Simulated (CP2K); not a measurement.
The system is Cu.

```
Cu
1.0
     2.55619    0.00000    0.00000
     1.27810    2.21373    0.00000
     1.27810    0.73791    2.08712
Cu
1
Cartesian
  0.0000 0.0000 0.0000
```

Base run:

```yaml
Program: CP2K 2026.2
Functional: PBE
Potentials_or_basis: POTENTIAL_UZH Cu GTH-PBE-q11; ccGRB-D basis
Density_cutoff: 6123 eV
k_mesh: 13 × 13 × 13
Occupations: fermi-dirac, width 0.05 eV
Spin: no spin polarisation
```

Its results: band gap on the k mesh none (metal or under the smearing width); pressure 9.4 GPa.

**Question.** The run is repeated on the same cell with these changes: potentials or basis from POTENTIAL_UZH Cu GTH-PBE-q11; ccGRB-D basis to POTENTIAL_UZH Cu GTH-PBE-q11; DZVP-MOLOPT-PBE-GTH basis; basis sets from Cu ccGRB-D-q11 to Cu DZVP-MOLOPT-PBE-GTH-q11. What comes out?

**Answer.** Band gap on the k mesh none (metal or under the smearing width); pressure 3.3 GPa.

Caveats: the basis of atomic orbitals isn't converged, which shifts pressures, moduli and gaps.
